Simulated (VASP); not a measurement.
A run of VASP 6.6.1 is set up as follows.

Contents of INCAR:

```
SYSTEM = CdTe
ALGO = Normal ; EDIFF = 1E-8
ENCUT = 520 ; IBRION = 6
ISIF = 2 ; ISMEAR = 0
LASPH = .True. ; LCHARG = .False.
LMIXTAU = .True. ; LREAL = .False.
LWAVE = .False. ; METAGGA = R2SCAN
NBANDS = 16 ; NELM = 100
NFREE = 2 ; NSW = 1
POTIM = 0.015 ; PREC = Accurate
SIGMA = 0.01
```

Contents of KPOINTS:

```
k-points
0
Gamma
  8 8 8
  0 0 0
```

File POSCAR:

```
CdTe
1.0
    0.0000000000      3.2788207679      3.2788207679
    3.2788207679      0.0000000000      3.2788207679
    3.2788207679      3.2788207679      0.0000000000
Cd Te
1 1
Direct
    0.0000000000      0.0000000000      0.0000000000
    0.2500000000      0.2500000000      0.2500000000
```

Potentials or basis: VASP PAW PBE potentials, release 64 (Cd, Te).

Run with:

```console
$ cat potpaw_PBE.64/Cd/POTCAR potpaw_PBE.64/Te/POTCAR > POTCAR
$ mpirun -np 1 vasp_std > vasp.out
```

Q: Predict the highest phonon frequency at Γ, LO-TO splitting left out.

A: 137 cm⁻¹.

Phonon frequencies in cm⁻¹ (negative: imaginary):
```csv
q point,frequencies
"(0.000, 0.000, 0.000)",0 0 0 137 137 137
```

 The run has no spin-orbit coupling, so splittings on Te are missing.
